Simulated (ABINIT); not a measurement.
# Ge (Cmmm) in ABINIT: a series of runs, part 2 of 3

ABINIT 10.8.3 (patched build).

## Step 3: Single point, LDA

run.abi reads:

```
# Pseudopotentials
pp_dirpath "./"
pseudos "Ge.upf"

# Structure
acell 3*1.0 Angstrom
rprim
     1.3971490000    -2.6005160000     0.0000000000
     1.3971490000     2.6005160000     0.0000000000
     0.0000000000     0.0000000000     2.6982310000
ntypat 1
znucl 32
natom 1
typat 1
xred
     0.5000000000     0.5000000000     0.0000000000
chkprim 0
chksymtnons 0
tolsym 1.0e-6

# Plane-wave basis
ecut 35.0

# k points
kptopt 1
ngkpt 8 8 8
nshiftk 1
shiftk 0.0 0.0 0.0

# Exchange and correlation
ixc 7

# Bands and occupations
nband 11
occopt 3
tsmear 0.05 eV

# SCF cycle
nstep 100
tolvrs 1.0e-10

# Output
iomode 3
prtwf 0
prtden 0
prteig 0
prtebands 0
enunit 1
```

Potentials or basis: PseudoDojo NC SR LDA v0.4.1 standard.

Launch:

```bash
$ abinit run.abi > log 2>&1
```

run.abo:

```text
.Version 10.8.3 of ABINIT
 Symmetries : space group Cm m m (# 65); Bravais oC (1-face-center ortho.)
================================================================================
 Values of the parameters that define the memory need of the present run
     intxc =       0    ionmov =       0      iscf =       7    lmnmax =       6
     lnmax =       6     mgfft =      30  mpssoang =       3    mqgrid =    3001
     natom =       1  nloc_mem =       1    nspden =       1   nspinor =       1
    nsppol =       1      nsym =       8    n1xccc =    2501    ntypat =       1
    occopt =       3   xclevel =       1
       mpw =        1324          nfft =       27000          nkpt =         105
================================================================================
================================================================================

--------------------------------------------------------------------------------
------------- Echo of variables that govern the present computation ------------
--------------------------------------------------------------------------------
 -outvars: echo values of preprocessed input variables --------
            acell      1.8897261259E+00  1.8897261259E+00  1.8897261259E+00 Bohr
              amu      7.26100000E+01
          chkprim           0
      chksymtnons           0
             ecut      3.50000000E+01 Hartree
           enunit           1
                       outvar_i_n : Printing only first  50 k-points.
              ixc           7
                       outvar_i_n : Printing only first  50 k-points.
         kptrlatt        8    0    0      0    8    0      0    0    8
          kptrlen      4.07913409E+01
            natom           1
            nband          11
            ngfft          30      30      30
             nkpt         105
            nstep         100
             nsym           8
           ntypat           1
                       prtocc : prtvol=0, do not print more k-points.
           occopt           3
           prtden           0
        prtebands           0
           prteig           0
            prtwf           0
            rprim      1.3971490000E+00 -2.6005160000E+00  0.0000000000E+00
                       1.3971490000E+00  2.6005160000E+00  0.0000000000E+00
                       0.0000000000E+00  0.0000000000E+00  2.6982310000E+00
          spgroup          65
           tolsym      1.00000000E-06
           tolvrs      1.00000000E-10
           tsmear      1.83746611E-03 Hartree
            typat      1
                       outvars : Printing only first  50 k-points.
           xangst      1.3971490000E+00 -9.0644252346E-17  0.0000000000E+00
            xcart      2.6402289671E+00 -1.7129281182E-16  0.0000000000E+00
             xred      5.0000000000E-01  5.0000000000E-01  0.0000000000E+00
            znucl       32.00000

================================================================================

 chkinp: Checking input parameters for consistency.

================================================================================
== DATASET  1 ==================================================================

--- !DatasetInfo
iteration_state: {dtset: 1, }
dimensions: {natom: 1, nkpt: 105, mband: 11, nsppol: 1, nspinor: 1, nspden: 1, mpw: 1324, }
cutoff_energies: {ecut:  35.0, pawecutdg:  -1.0, }
electrons: {nelect:   1.40000000E+01, charge:   0.00000000E+00, occopt:   3.00000000E+00, tsmear:   1.83746611E-03, }
meta: {optdriver: 0, ionmov: 0, optcell: 0, iscf: 7, paral_kgb: 0, }
...

 Exchange-correlation functional for the present dataset will be:
  LDA: Perdew-Wang 92 LSD fit to Ceperley-Alder data - ixc=7
  J.P.Perdew and Y.Wang, PRB 45, 13244 (1992)

 Real(R)+Recip(G) space primitive vectors, cartesian coordinates (Bohr,Bohr^-1):
 R(1)=  2.6402290 -4.9142630  0.0000000  G(1)=  0.1893775 -0.1017447  0.0000000
 R(2)=  2.6402290  4.9142630  0.0000000  G(2)=  0.1893775  0.1017447  0.0000000
 R(3)=  0.0000000  0.0000000  5.0989176  G(3)=  0.0000000  0.0000000  0.1961201
 Unit cell volume ucvol=  1.3231466E+02 bohr^3
 Angles (23,13,12)=  9.00000000E+01  9.00000000E+01  1.23505425E+02 degrees

 getcut: wavevector=  0.0000  0.0000  0.0000  ngfft=  30  30  30
         ecut(hartree)=     35.000   => boxcut(ratio)=   2.01979

--- Pseudopotential description ------------------------------------------------
- pspini: atom type   1  psp file is ./Ge.upf
12 -1012 2 -1 1524                            pspcod,pspxc,lmax,lloc,mmax
     nproj     2     2     2

   4.24134523E+02                                ecore*ucvol(ha*bohr**3)
--------------------------------------------------------------------------------

================================================================================

--- !BeginCycle
iteration_state: {dtset: 1, }
solver: {iscf: 7, nstep: 100, nline: 4, wfoptalg: 0, }
tolerances: {tolvrs: 1.00E-10, }
...

     iter   Etot(hartree)      deltaE(h)  residm     vres2
 ETOT  1  -89.010890052995    -8.901E+01 7.506E-01 6.430E-01
 ETOT  2  -89.225286247809    -2.144E-01 3.584E-02 6.705E-01
 ETOT  3  -89.225469943263    -1.837E-04 8.289E-03 1.477E-01
 ETOT  4  -89.225520865943    -5.092E-05 2.959E-03 2.314E-04
 ETOT  5  -89.225520918089    -5.215E-08 2.204E-03 1.639E-05
 ETOT  6  -89.225520924250    -6.161E-09 4.906E-04 9.496E-08
 ETOT  7  -89.225520924286    -3.593E-11 3.520E-04 6.073E-10
 ETOT  8  -89.225520924286     4.263E-14 1.092E-04 8.335E-12

 At SCF step    8       vres2   =  8.34E-12 < tolvrs=  1.00E-10 =>converged.

 Cartesian components of stress tensor (hartree/bohr^3)
  sigma(1 1)=  2.03892464E-04  sigma(3 2)=  0.00000000E+00
  sigma(2 2)=  2.92790214E-04  sigma(3 1)=  0.00000000E+00
  sigma(3 3)=  3.44952372E-04  sigma(2 1)=  0.00000000E+00

--- !ResultsGS
iteration_state: {dtset: 1, }
comment   : Summary of ground state results
lattice_vectors:
- [  2.6402290,  -4.9142630,   0.0000000, ]
- [  2.6402290,   4.9142630,   0.0000000, ]
- [  0.0000000,   0.0000000,   5.0989176, ]
lattice_lengths: [   5.57860,    5.57860,    5.09892, ]
lattice_angles: [ 90.000,  90.000, 123.505, ] # degrees, (23, 13, 12)
lattice_volume:   1.3231466E+02
convergence: {deltae:  4.263E-14, res2:  8.335E-12, residm:  1.092E-04, diffor: null, }
etotal    :  -8.92255209E+01
entropy   :   0.00000000E+00
fermie    :   1.81584254E-01
cartesian_stress_tensor: # hartree/bohr^3
- [  2.03892464E-04,   0.00000000E+00,   0.00000000E+00, ]
- [  0.00000000E+00,   2.92790214E-04,   0.00000000E+00, ]
- [  0.00000000E+00,   0.00000000E+00,   3.44952372E-04, ]
pressure_GPa:  -8.2539E+00
xred      :
- [  5.0000E-01,   5.0000E-01,   0.0000E+00, Ge]
cartesian_forces: # hartree/bohr
- [ -0.00000000E+00,  -0.00000000E+00,  -0.00000000E+00, ]
force_length_stats: {min:   0.00000000E+00, max:   0.00000000E+00, mean:   0.00000000E+00, }
...

 Integrated electronic density in atomic spheres:
 ------------------------------------------------
 Atom  Sphere_radius  Integrated_density
    1        2.00000         11.48904678
================================================================================

 ----iterations are completed or convergence reached----

 Mean square residual over all n,k,spin=   27.589E-08; max=  10.924E-05
 reduced coordinates (array xred) for    1 atoms
       0.500000000000      0.500000000000      0.000000000000
 rms dE/dt=  0.0000E+00; max dE/dt=  0.0000E+00; dE/dt below (all hartree)
    1       0.000000000000      0.000000000000      0.000000000000

 cartesian coordinates (angstrom) at end:
    1      1.39714900000000    -0.00000000000000     0.00000000000000

 cartesian forces (hartree/bohr) at end:
    1     -0.00000000000000    -0.00000000000000    -0.00000000000000
 frms,max,avg= 0.0000000E+00 0.0000000E+00   0.000E+00  0.000E+00  0.000E+00 h/b

 cartesian forces (eV/Angstrom) at end:
    1     -0.00000000000000    -0.00000000000000    -0.00000000000000
 frms,max,avg= 0.0000000E+00 0.0000000E+00   0.000E+00  0.000E+00  0.000E+00 e/A
 length scales=  1.889726125908  1.889726125908  1.889726125908 bohr
              =  1.000000000000  1.000000000000  1.000000000000 angstroms
 Fermi (or HOMO) energy (eV) =   4.94116   Average Vxc (eV)= -11.47791
 Eigenvalues (   eV  ) for nkpt= 105  k points:
 kpt#   1, nband= 11, wtk=  0.00195, kpt=  0.0000  0.0000  0.0000 (reduced coord)
 -19.91635  -19.83037  -19.77976  -19.70087  -19.67727   -7.95291   11.52202   11.95406
  13.45364   15.13145   17.42124
 prteigrs : prtvol=0 or 1, do not print more k-points.

--- !EnergyTerms
iteration_state     : {dtset: 1, }
comment             : Components of total free energy in Hartree
kinetic             :  6.69058679852805E+01
hartree             :  2.31410629729507E+01
xc                  : -2.14442989043771E+01
Ewald energy        : -5.49864446658998E+01
psp_core            :  3.20549899224028E+00
local_psp           : -5.97360829668488E+01
non_local_psp       : -4.63110435959489E+01
internal            : -8.92254401826031E+01
'-kT*entropy'       : -8.07416824652050E-05
total_energy        : -8.92255209242856E+01
total_energy_eV     : -2.42795011286960E+03
band_energy         : -7.31482296975229E+00
...

 Cartesian components of stress tensor (hartree/bohr^3)
  sigma(1 1)=  2.03892464E-04  sigma(3 2)=  0.00000000E+00
  sigma(2 2)=  2.92790214E-04  sigma(3 1)=  0.00000000E+00
  sigma(3 3)=  3.44952372E-04  sigma(2 1)=  0.00000000E+00

-Cartesian components of stress tensor (GPa)         [Pressure= -8.2539E+00 GPa]
- sigma(1 1)=  5.99872341E+00  sigma(3 2)=  0.00000000E+00
- sigma(2 2)=  8.61418549E+00  sigma(3 1)=  0.00000000E+00
- sigma(3 3)=  1.01488492E+01  sigma(2 1)=  0.00000000E+00

== END DATASET(S) ==============================================================
================================================================================

 -outvars: echo values of variables after computation  --------
            acell      1.8897261259E+00  1.8897261259E+00  1.8897261259E+00 Bohr
           etotal     -8.9225520924E+01
            fcart     -0.0000000000E+00 -0.0000000000E+00 -0.0000000000E+00
            rprim      1.3971490000E+00 -2.6005160000E+00  0.0000000000E+00
                       1.3971490000E+00  2.6005160000E+00  0.0000000000E+00
                       0.0000000000E+00  0.0000000000E+00  2.6982310000E+00
           strten      2.0389246443E-04  2.9279021381E-04  3.4495237238E-04
                       0.0000000000E+00  0.0000000000E+00  0.0000000000E+00
           xangst      1.3971490000E+00 -9.0644252346E-17  0.0000000000E+00
             xred      5.0000000000E-01  5.0000000000E-01  0.0000000000E+00
 Calculation completed.
```

Wall time 75 s (1 thread of Intel Xeon at 2.50GHz (Skylake/Cascade Lake), shared host); peak memory 0.08 GiB.

What came out:

```
Free energy                                           : -2427.9501 eV
Band gap on the k mesh                                : none (metal or under the smearing width)
Valence electrons inside the program's atomic spheres : Ge 11.49 (radii [1.0584] Å)
```

Caveat: the cutoff is too short for stress, so the log's stress isn't used.

## Step 4: Single point, PBEsol

run.abi reads:

```
# Pseudopotentials
pp_dirpath "./"
pseudos "Ge.upf"

# Structure
acell 3*1.0
rprim
     2.6402289653    -4.9142630227     0.0000000000
     2.6402289653     4.9142630227     0.0000000000
     0.0000000000     0.0000000000     5.0989176110
ntypat 1
znucl 32
natom 1
typat 1
xred
     0.5000000000     0.5000000000     0.0000000000
chkprim 0
chksymtnons 0
tolsym 1.0e-6

# Plane-wave basis
ecut 39.0

# k points
kptopt 1
ngkpt 8 8 8
nshiftk 1
shiftk 0.0 0.0 0.0

# Exchange and correlation
ixc -116133

# Bands and occupations
nband 11
occopt 3
tsmear 0.05 eV

# SCF cycle
nstep 100
tolvrs 1.0e-10

# Output
iomode 3
prtwf 0
prtden 0
prteig 0
prtebands 0
enunit 2
```

Potentials or basis: PseudoDojo NC SR PBEsol v0.4.1 standard.

Launch:

```bash
$ abinit run.abi > log 2>&1
```

run.abo:

```text
.Version 10.8.3 of ABINIT
 Symmetries : space group Cm m m (# 65); Bravais oC (1-face-center ortho.)
================================================================================
 Values of the parameters that define the memory need of the present run
     intxc =       0    ionmov =       0      iscf =       7    lmnmax =       6
     lnmax =       6     mgfft =      32  mpssoang =       3    mqgrid =    3001
     natom =       1  nloc_mem =       1    nspden =       1   nspinor =       1
    nsppol =       1      nsym =       8    n1xccc =    2501    ntypat =       1
    occopt =       3   xclevel =       2
       mpw =        1562          nfft =       30720          nkpt =         105
================================================================================
================================================================================

--------------------------------------------------------------------------------
------------- Echo of variables that govern the present computation ------------
--------------------------------------------------------------------------------
 -outvars: echo values of preprocessed input variables --------
            acell      1.0000000000E+00  1.0000000000E+00  1.0000000000E+00 Bohr
              amu      7.26100000E+01
          chkprim           0
      chksymtnons           0
             ecut      3.90000000E+01 Hartree
           enunit           2
                       outvar_i_n : Printing only first  50 k-points.
              ixc     -116133
                       outvar_i_n : Printing only first  50 k-points.
         kptrlatt        8    0    0      0    8    0      0    0    8
          kptrlen      4.07913409E+01
            natom           1
            nband          11
[... 151 lines left out ...]

--- !EnergyTerms
iteration_state     : {dtset: 1, }
comment             : Components of total free energy in Hartree
kinetic             :  6.70053559192162E+01
hartree             :  2.31138665102178E+01
xc                  : -2.15782570908522E+01
Ewald energy        : -5.49864447031082E+01
psp_core            :  3.26604153802456E+00
local_psp           : -5.87861115565867E+01
non_local_psp       : -4.72282924298466E+01
internal            : -8.91938418129353E+01
'-kT*entropy'       : -7.40214930703771E-05
total_energy        : -8.91939158344283E+01
total_energy_eV     : -2.42709009456215E+03
band_energy         : -7.24695204181094E+00
...

 Cartesian components of stress tensor (hartree/bohr^3)
  sigma(1 1)=  6.61887754E-05  sigma(3 2)=  0.00000000E+00
  sigma(2 2)=  1.65946118E-04  sigma(3 1)=  0.00000000E+00
  sigma(3 3)=  2.13507517E-04  sigma(2 1)=  0.00000000E+00

-Cartesian components of stress tensor (GPa)         [Pressure= -4.3704E+00 GPa]
- sigma(1 1)=  1.94734100E+00  sigma(3 2)=  0.00000000E+00
- sigma(2 2)=  4.88230335E+00  sigma(3 1)=  0.00000000E+00
- sigma(3 3)=  6.28160801E+00  sigma(2 1)=  0.00000000E+00

== END DATASET(S) ==============================================================
================================================================================

 -outvars: echo values of variables after computation  --------
            acell      1.0000000000E+00  1.0000000000E+00  1.0000000000E+00 Bohr
           etotal     -8.9193915834E+01
            fcart     -0.0000000000E+00 -0.0000000000E+00 -0.0000000000E+00
            rprim      2.6402289653E+00 -4.9142630227E+00  0.0000000000E+00
                       2.6402289653E+00  4.9142630227E+00  0.0000000000E+00
                       0.0000000000E+00  0.0000000000E+00  5.0989176110E+00
           strten      6.6188775372E-05  1.6594611797E-04  2.1350751650E-04
                       0.0000000000E+00  0.0000000000E+00  0.0000000000E+00
           xangst      1.3971489991E+00  0.0000000000E+00  0.0000000000E+00
             xred      5.0000000000E-01  5.0000000000E-01  0.0000000000E+00
 Calculation completed.
```

Wall time 84 s (1 thread of Intel Xeon at 2.50GHz (Skylake/Cascade Lake), shared host); peak memory 0.08 GiB.

What came out:

| Item | Value |
| --- | --- |
| Free energy | -2427.0901 eV |
| Pressure | -4.4 GPa |
| Band gap on the k mesh | none (metal or under the smearing width) |
| Valence electrons inside the program's atomic spheres | Ge 11.46 (radii [1.0584] Å) |

Stress tensor (GPa, compression positive):
```
-1.95  0.00  0.00
 0.00 -4.88  0.00
 0.00  0.00 -6.28
```

[end of part 2 of 3]
